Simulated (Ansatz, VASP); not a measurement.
Two plane-wave programs on Na

Contents of INCAR:

```
SYSTEM = Na
AGGAC = 1.0
AGGAX = 1.0
ALDAC = 0.0
ALDAX = 1.0
ALGO = Fast
EDIFF = 1E-6
ENCUT = 520
GGA = B5
ISIF = 2
ISMEAR = -1
LASPH = .True.
LCHARG = .False.
LREAL = .False.
LWAVE = .False.
NBANDS = 10
NELM = 80
PREC = Accurate
SIGMA = 0.1
```

The input KPOINTS:

```
k-points
0
Gamma
  10 10 10
  0 0 0
```

Contents of POSCAR:

```
Na
1.0
    3.3185312566      0.0000000000      0.0000000000
    0.0000000000      3.3185312566      0.0000000000
    0.0000000000      0.0000000000      3.3185312566
Na
1
Direct
    0.0000000000      0.0000000000      0.0000000000
```

Input for Ansatz:

```yaml
crystal:
  lattice:
    - [3.3185312566, 0.0, 0.0]
    - [0.0, 3.3185312566, 0.0]
    - [0.0, 0.0, 3.3185312566]
  atoms:
    - { symbol: Na, position: [0.0, 0.0, 0.0] }
hamiltonian:
  xc: blyp
  pseudopotentials:
    kind: paw
    azcp:
      Na: "pseudopotentials/Na.paw.azcp"
basis:
  ecutwfc: 420
  fft_grid_basis: typed
kpoints:
  mp_grid: { grid: [10, 10, 10], shift: [0, 0, 0] }
magnetization:
  spin_polarized: false
scf:
  occupations: { method: fermi_dirac, width: 0.1 }
  lower_state_search: "off"
output:
  stress: true
  write_density: true
  write_potential: true
  elf: true
  volumetric_format: npy
```

Alike in both runs: task single point; functional BLYP; k mesh 10 × 10 × 10; occupations fermi-dirac, width 0.1 eV; no spin polarisation.

|  | VASP | Ansatz |
| --- | --- | --- |
| version | VASP 6.6.1 | Ansatz 0.2.0 |
| potentials or method | VASP PAW PBE potentials, release 64 (Na_pv) | plane waves (420 eV) with PAW, scalar-relativistic |
| plane-wave cutoff (eV) | 520 | 420 |
| valence electrons in the cell | 7 | 9 |

|  | VASP | Ansatz | Ansatz less VASP |
| --- | --- | --- | --- |
| pressure (GPa) | 0.8 | 0.8 | -0.05 |

The two sets of potentials don't hold the same shells in valence.

Caveats: the PAW data sets were made with another functional, which shifts forces and pressure a little (VASP).
